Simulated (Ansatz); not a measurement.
**NbAs (I4_1md)**

All numbers below come from Ansatz, DFT PBE, scalar-relativistic, plane waves, PAW.

Plane waves to 420 eV, a k mesh through Γ of 18×18×18 on the computed 4-atom cell and Gaussian smearing (0.10 eV); no spin polarisation.

The structure is relaxed at this level of theory with its symmetry kept. Whether it is the stable form of this composition wasn't checked.

```yaml
crystal:
  lattice:
    - [-1.73674, 1.73674, 5.87458]
    - [1.73674, -1.73674, 5.87458]
    - [1.73674, 1.73674, -5.87458]
  atoms:
    - { symbol: Nb, position: [0.99890, 0.99890, 0.00000] }
    - { symbol: Nb, position: [0.74890, 0.24890, 0.50000] }
    - { symbol: As, position: [0.41710, 0.41710, 0.00000] }
    - { symbol: As, position: [0.16710, 0.66710, 0.50000] }
```

| Quantity | Value |
| --- | --- |
| Space group | I4_1md (No. 109) |
| Volume per atom | 119.6 bohr³ |
| Formation energy from the elements' standard states (uncorrected) | -0.691 eV/atom |
| Kohn–Sham band gap | none (metal) |
| Density of states at the Fermi level | 0.03 states/eV per cell (so small that it hangs on the mesh: a semimetal, or crossings between mesh points) |
| Löwdin character within 0.5 eV of the Fermi level | Nb 4d 86 %, As 4p 11 % |
| Bader charges (e) | Nb (2 in the cell) 1.02, As (2 in the cell) -1.02 |